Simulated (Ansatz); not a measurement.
## All-electron card of Hf

```
CELL_PARAMETERS angstrom
-1.77360 1.77360 1.77360
1.77360 -1.77360 1.77360
1.77360 1.77360 -1.77360
ATOMIC_POSITIONS crystal
Hf 0.00000 0.00000 0.00000
```

The cell was built from the bcc type and relaxed in the same program, and has space group Im-3m; it needn't be a known or the stable phase.

Spin–orbit coupling is left out, though it moves levels of the heavy atoms by tenths of an eV or more.

Level of theory: Ansatz 0.2.0, DFT, PBE, all-electron LAPW, scalar-relativistic.

The runs use a Γ-centred 16×16×16 k mesh, Fermi–Dirac smearing of 0.08 eV, basis error target 0.5 meV/atom, no spin polarisation.

```
Volume per atom       : 22.32 Å³
Pressure at this cell : 0.02 GPa
```

**Question.** Give the computed value. Band gap.

**Answer.** none: bands cross the Fermi level, a metal.

**Question.** Density of states at the Fermi level (0.2 eV bin): what does the calculation give?

**Answer.** 1.75 states/eV per cell.
